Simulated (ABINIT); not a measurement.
KCl:

```
K Cl
1.0
     3.83920    0.00000    0.00000
     0.00000    3.83920    0.00000
     0.00000    0.00000    3.83920
K Cl
1 1
Direct
  0.00000 0.00000 0.00000
  0.50000 0.50000 0.50000
```

Measurements of this composition are mostly on another form, of space group No. 225.

* Program: ABINIT 10.8.3 (patched build)
* Task: relaxation of cell and atoms
* Functional: LDA
* Potentials or basis: PseudoDojo NC SR LDA v0.4.1 standard
* Cutoff: 980 eV
* k mesh: 5 × 5 × 5
* Occupations: fermi-dirac, width 0.05 eV
* Spin: no spin polarisation

At the start: pressure -3.2 GPa; volume 28.29 Å³/atom.

**Question.** How do energy, volume and symmetry change on relaxing?

**Answer.** Over 6 steps the energy falls by 49.5 meV/atom and the volume is 24.03 Å³/atom (-15.1 %); space group Pm-3m (No. 221, to 0.05 Å).

Step by step:
```
step  energy change (eV)  largest force (eV/Å)  pressure (GPa)  volume (Å³)
   1              0.0000                0.0000           -3.16        56.59
   2             -0.0106                0.0000           -3.04        56.04
   3             -0.0843                0.0000            1.88        45.42
   4             -0.0980                0.0000           -0.43        48.80
   5             -0.0990                0.0000           -0.04        48.12
   6             -0.0990                0.0000            0.00        48.05
```

Final structure:
```xyz
2
Lattice="3.6356 0.0000 0.0000 0.0000 3.6356 0.0000 0.0000 0.0000 3.6356" Properties=species:S:1:pos:R:3 pbc="T T T"
K     0.0000    0.0000    0.0000
Cl    1.8178    1.8178    1.8178
```

Caveat: the volume moved by over 15 % at a fixed basis, so the end points are rough.
